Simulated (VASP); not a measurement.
Here is a VASP 6.6.1 calculation.

Contents of INCAR:

```
  PREC = Accurate
  ENCUT = 600
  EDIFF = 1E-6
  ISMEAR = -1
  SIGMA = 0.1
  LREAL = False
  LASPH = True
  NELM = 80
  ALGO = Normal
  ISIF = 3
  LWAVE = False
  LCHARG = False
  GGA = B5
  ALDAX = 1.0
  AGGAX = 1.0
  AGGAC = 1.0
  ALDAC = 0.0
  IBRION = 2
  NSW = 80
  EDIFFG = -0.01
```

The input KPOINTS:

```
Automatic mesh
0
Gamma
  13 13 13
```

POSCAR

```
Mn
1.0
    2.3324620846      0.0000000000      0.0000000000
    0.0000000000      2.3324620846      0.0000000000
    0.0000000000      0.0000000000      2.3324620846
Mn
1
Direct
    0.0000000000      0.0000000000      0.0000000000
```

Potentials or basis: VASP PAW PBE potentials, release 64 (Mn_pv).

Run with:

```sh
$ cat potpaw_PBE.64/Mn_pv/POTCAR > POTCAR
$ mpirun -np 1 vasp_std > vasp.out
```

Problem. Estimate the space group after relaxing (to 0.05 Å).

Solution. Pm-3m (No. 221).

Problem. Predict the band gap on the k mesh.

Solution. None (metal or under the smearing width).

Problem. Estimate the relaxed cell.

Solution. a = 2.315 Å, b = 2.315 Å, c = 2.315 Å, α = 90.00°, β = 90.00°, γ = 90.00°.

Final structure:
```yaml
crystal:
  lattice:
    - [2.31487, 0.00000, 0.00000]
    - [0.00000, 2.31487, 0.00000]
    - [0.00000, 0.00000, 2.31487]
  atoms:
    - { symbol: Mn, position: [0.00000, 0.00000, 0.00000] }
```

Caveat: the run has no spin polarisation, though such a crystal can be magnetic. Spin polarisation is off, so any magnetic state and its effect on volume and gap are missing.
